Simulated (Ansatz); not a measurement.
AlSb:
Space group F-43m (No. 216); a = b = c = 6.2251 Å, α = β = γ = 90.00°

| atom | site | symmetry | x | y | z |
|---|---|---|---|---|---|
| Sb | 4c | -43m | 0.2500 | 0.2500 | 0.2500 |
| Al | 4a | -43m | 0.0000 | 0.0000 | 0.0000 |
(The calculation used a cell of 2 atoms; values per cell refer to that cell.)

Relaxed with PBE.

### Question
Decompose the optical modes at the zone centre into irreducible representations, and say which are infrared and Raman allowed.

### Answer
Point group -43m: Γ_opt = T2. Infrared: T2. Raman: T2.

### Question
Assign frequencies (DFPT, the program Ansatz at the PBE level (PAW); without the LO–TO term).

### Answer
T2 304 cm⁻¹.

The cell was relaxed with PBE under the symmetry of its start; of distortions, only those at the zone centre were tested. Spin–orbit coupling is left out wherever it is not named.

Potentials: the later of the program's two PAW sets.
